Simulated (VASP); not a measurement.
Crystal: Si.

```xyz
2
Lattice="0.0000 2.7219 2.7219 2.7219 0.0000 2.7219 2.7219 2.7219 0.0000" Properties=species:S:1:pos:R:3 pbc="T T T"
Si    2.7219    2.7219    2.7219
Si    4.0828    4.0828    4.0828
```

Base run:

* Program: VASP 6.6.1
* Functional: PBE
* Potentials or basis: VASP PAW PBE potentials, release 64 (Si)
* Cutoff: 520 eV
* k mesh: 8 × 8 × 8
* Occupations: gaussian, width 0.03 eV
* Spin: no spin polarisation

Its results: band gap on the k mesh 0.63 eV, indirect (least direct gap 2.56 eV); pressure 1.3 GPa.

Question: The run is repeated on the same cell with these changes: k mesh from 8 × 8 × 8 to 3 × 3 × 3. What comes out?

Answer: Band gap on the k mesh 0.70 eV, indirect (least direct gap 2.52 eV); pressure 3.2 GPa.

Caveats: some runs use coarse meshes; an odd mesh through Γ misses points on the zone boundary, where band edges often lie (some runs).
